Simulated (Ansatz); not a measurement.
Calculated quadrupolar parameters for Si

The cell is an entry of the Crystallography Open Database (COD), its atoms then relaxed with PBE in this cell.

Space group Ia-3 (No. 206); a = 6.6360 Å.

```
site  Wyckoff  site symmetry       x       y       z
  Si      16c            .3.  0.1016  0.1016  0.1016
```

One atom of each set is listed; the run and its k-mesh use a cell of 8 atoms with edges of 5.75, 5.75, 5.75 Å.

The numbers come from a DFT calculation in Ansatz (PBE, plane waves and PAW, scalar-relativistic, 420 eV cutoff, Γ-centred 6×6×6 k-points, Fermi–Dirac smearing 0.05 eV).

C_Q = eQV_zz/h, which is 24.18 MHz for Q = 1 b and V_zz = 10²¹ V/m²; η = (V_xx − V_yy)/V_zz.

Question: Give the quadrupolar parameters of the distinct sites.

Answer: 

```
site  atoms          first shell  V_zz (10²¹ V/m²)     η  C_Q (MHz)
  Si      8  4 Si at 2.34–2.39 Å             -1.10  0.00          –
```

An axis of threefold or higher order runs through Si, so V_zz lies along it and η is zero.

Si has no stable isotope with a ground-state quadrupole moment in the table, so no C_Q is given.

With no gap above 0.1 eV, as in a metal, the gradients converge slowly in k; expect changes of a tenth or more on a denser mesh. Semilocal functionals make gaps too small and can close them, so the real compound need not be a metal.
